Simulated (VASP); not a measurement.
Input of a VASP 6.6.1 run:

The input INCAR:

```
SYSTEM = MnAs
ALGO     = Normal         ! electronic algorithm
EDIFF    = 1E-7           ! SCF threshold, eV
ENCUT    = 520            ! plane-wave cutoff, eV
GGA      = RP             ! functional
ISIF     = 2              ! what is computed and relaxed
ISMEAR   = 0              ! smearing method
ISPIN    = 2              ! spin polarisation
LASPH    = .TRUE.         ! aspherical terms in the spheres
LCHARG   = .FALSE.        ! write CHGCAR
LMAXMIX  = 4              ! l up to which the mixer works
LORBIT   = 11             ! projections on sites
LREAL    = .FALSE.        ! projectors in reciprocal space
LWAVE    = .FALSE.        ! write WAVECAR
MAGMOM   = 0 0 4 4        ! initial moments
NELM     = 120            ! most SCF steps
PREC     = Accurate       ! precision mode
SIGMA    = 0.02           ! smearing width, eV
```

File KPOINTS:

```
k-points
0
G
  8 8 5
  0 0 0
```

The input POSCAR:

```
MnAs
3.71
    1.000000000000      0.000000000000      0.000000000000
   -0.500000000000      0.866025403774      0.000000000000
    0.000000000000      0.000000000000      1.533962264151
As Mn
2 2
Direct
    0.6666666667      0.3333333333      0.7500000000
    0.3333333333      0.6666666667      0.2500000000
    0.0000000000      0.0000000000      0.5000000000
    0.0000000000      0.0000000000      0.0000000000
```

Potentials or basis: VASP PAW PBE potentials, release 64 (As, Mn_pv).

Launch:

```sh
$ cat potpaw_PBE.64/As/POTCAR potpaw_PBE.64/Mn_pv/POTCAR > POTCAR
$ mpirun -np 1 vasp_std > vasp.out
```

Task: Estimate the pressure.

Result: 0.2 GPa.

Task: Predict the site moments.

Result: As -0.13; Mn +3.26 μB.

Stress tensor (GPa, compression positive):
```
 0.95  0.00  0.00
 0.00  0.95  0.00
 0.00  0.00 -1.36
```

Caveat: the PAW data sets were made with another functional, which shifts forces and pressure a little; only a ferromagnetic start was run, and an antiferromagnetic order may lie lower in energy.
